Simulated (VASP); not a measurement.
Wanted: the native input for a VASP 6.6.1 run.

```yaml
Task: relaxation of cell and atoms
Functional: PBEsol
Potentials_or_basis: VASP PAW PBE potentials, release 64 (Mg, O)
Cutoff: 600 eV
k_mesh: 8 × 8 × 8
Occupations: gaussian, width 0.02 eV
Spin: no spin polarisation
Target_pressure: 130 GPa
Dipole_correction: no
Further_INCAR_settings: ALGO = Normal; EDIFF = 1e-06; IBRION = 2; EDIFFG = -0.002; NSW = 100; ISIF = 3
Target_pressure: 130 GPa
```

The structure of MgO2 lies in POSCAR:

```
MgO2
1.0
   -2.2358364300      2.2358364300      2.5899110000
    2.2358364300     -2.2358364300      2.5899110000
    2.2358364300      2.2358364300     -2.5899110000
Mg O
2 4
Direct
    0.2500000000      0.2500000000      0.0000000000
    0.7500000000      0.7500000000      0.0000000000
    0.1151000000      0.6151000000      0.7302000000
    0.6151000000      0.8849000000      0.5000000000
    0.8849000000      0.3849000000      0.2698000000
    0.3849000000      0.1151000000      0.5000000000
```

The cell was built by a generator and needn't be a form met in nature.

The input as run:

INCAR

```
PREC = Accurate
ENCUT = 600
EDIFF = 1E-6
ISMEAR = 0
SIGMA = 0.02
LREAL = False
LASPH = True
NELM = 100
ALGO = Normal
ISIF = 3
LWAVE = False
LCHARG = False
GGA = PS
IBRION = 2
NSW = 100
EDIFFG = -0.002
PSTRESS = 1300.0
```

KPOINTS

```
Automatic mesh
0
Gamma
  8 8 8
```

Potentials or basis: VASP PAW PBE potentials, release 64 (Mg, O).

Run with:

```bash
$ cat potpaw_PBE.64/Mg/POTCAR potpaw_PBE.64/O/POTCAR > POTCAR
$ mpirun -np 1 vasp_std > vasp.out
```

It gave:

- Relaxed volume: 5.89 Å³/atom
- Relaxed cell: a = 3.601 Å, b = 3.601 Å, c = 3.601 Å, α = 114.04°, β = 114.04°, γ = 100.68°
- Space group after relaxing (to 0.05 Å): I4/mcm (No. 140)
- Energy change on relaxing (the enthalpy is what falls): +748.5 meV/atom
- Ionic steps: 15
- Pressure after relaxing: 130.0 GPa
- Band gap on the k mesh: 3.95 eV, indirect (least direct gap 5.01 eV)

Caveat: the cell is relaxed towards a set pressure, so the enthalpy falls and the energy may rise; the volume moved by over 15 % at a fixed basis, so the end points are rough; the PAW data sets were made with another functional, which shifts forces and pressure a little.

Wall time 11 min on 1 thread of Intel(R) Xeon(R) Platinum 8259CL CPU @ 2.50GHz (Skylake/Cascade Lake) (shared host), peak memory 0.25 GiB.
